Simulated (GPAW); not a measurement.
Write an ASE script for GPAW 26.7.0 that does the following.

| Item | Value |
| --- | --- |
| Task | relaxation of cell and atoms |
| Functional | RPBE |
| Potentials or basis | the program's PAW data sets (release 1.2.1) made for this functional |
| Cutoff | 600 eV |
| Basis | pw |
| k mesh | 8 × 8 × 8 |
| Occupations | fermi-dirac, width 0.05 eV |
| Spin | no spin polarisation |
| Target pressure | -2 GPa |
| Maxiter | 150 |
| Optimizer | LBFGS |
| Fmax | 0.05 eV/Å |
| Max steps | 60 |
| Target pressure | -2 GPa |
| Convergence | density=1e-06 energy=1e-06 eigenstates=1e-10 |

The system is Ge.

```
Ge
1.0
    -2.57449    2.57449    1.39741
     2.57449   -2.57449    1.39741
     2.57449    2.57449   -1.39741
Ge
2
Direct
  0.50000 0.50000 0.00000
  0.25000 0.75000 0.50000
```

This isn't the form of Ge at room conditions, which is diamond.

One way to write it, as run:

run.py

```python
from ase.filters import FrechetCellFilter
from ase.io import write
from ase.optimize import LBFGS
from ase.spacegroup import crystal
from ase.units import GPa
from gpaw import GPAW, PW

# Ge 4b
atoms = crystal(['Ge'],
                basis=[[0.0, 0.0, 0.5]],
                spacegroup=141, setting=1,  # I4_1/amd
                cellpar=[5.14897944, 5.14897944, 2.79482529, 90.0, 90.0, 90.0],
                primitive_cell=True)

calc = GPAW(mode=PW(600),
            xc='RPBE',
            kpts={'size': (8, 8, 8), 'gamma': True},
            occupations={'name': 'fermi-dirac', 'width': 0.05},
            nbands=11,
            convergence={'density': 1e-06, 'energy': 1e-06, 'eigenstates': 1e-10},
            maxiter=150,
            txt='gpaw.txt')
atoms.calc = calc
opt = LBFGS(FrechetCellFilter(atoms, scalar_pressure=-2 * GPa), trajectory='relax.traj', logfile='-')
done = opt.run(fmax=0.05, steps=60)
calc.write('gs.gpw')
write('result.traj', atoms)
print('Converged:', done)
print('Cell:', atoms.cell.cellpar().round(4))
print('Volume:', round(atoms.get_volume(), 4))
print(atoms.get_scaled_positions().round(5))
```

Potentials or basis: the program's PAW data sets (release 1.2.1) made for this functional, pw.

The run is started by

```bash
$ OMP_NUM_THREADS=1 python run.py
```

It gave:

```json
{"Relaxed volume": "20.60 Å³/atom", "Relaxed cell": "a = 3.983 Å, b = 3.983 Å, c = 3.983 Å, α = 98.38°, β = 98.38°, γ = 135.11°", "Space group after relaxing (to 0.05 Å)": "I4_1/amd (No. 141)", "Energy change on relaxing (the enthalpy is what falls)": "-21.1 meV/atom", "Ionic steps": "8", "Pressure after relaxing": "-2.1 GPa", "Band gap on the k mesh": "none (metal or under the smearing width)"}
```

Caveat: later steps reuse the first step's grids.

Wall time 2.5 min on 1 thread of Arm Neoverse V1, with other jobs on the host, peak memory 0.23 GiB.
